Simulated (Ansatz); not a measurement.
Crystal: AgBr.

```
Ag Br
1.0
     0.00000    2.87015    2.87015
     2.87015    0.00000    2.87015
     2.87015    2.87015    0.00000
Ag Br
1 1
Direct
  0.00000 0.00000 0.00000
  0.50000 0.50000 0.50000
```

Base run:

| Property | Result |
| --- | --- |
| Program | Ansatz 0.2.0 |
| Functional | PBEsol |
| Potentials or basis | Ansatz PAW |
| Cutoff | 420 eV (not typed: the program's choice for these potentials) |
| k mesh | 8 × 8 × 8 |
| Occupations | fermi-dirac, width 0.05 eV |
| Spin | no spin polarisation |

Its results: band gap on the k mesh 0.50 eV, indirect (least direct gap 2.45 eV); pressure -1.7 GPa.

**Question.** After a change of settings the same cell gave: band gap on the k mesh 0.67 eV, indirect (least direct gap 2.61 eV); pressure 2.3 GPa. Which change was it?
A. functional from PBEsol to LDA; occupations from fermi-dirac, width 0.05 eV to gaussian, width 0.02 eV
B. functional from PBEsol to PBE
C. functional from PBEsol to LDA
D. k mesh from 8 × 8 × 8 to 6 × 6 × 6; spin from no spin polarisation to spin-orbit coupling, no magnetisation; potential files from those of the base run to others of the same set

**Answer.** B.

PBE binds less tightly than PBEsol, so the same cell stands under more pressure.

Caveats: the PAW data sets come from PBE, with cores solved anew for the run's functional, which leaves a small shift of forces and pressure (some runs).
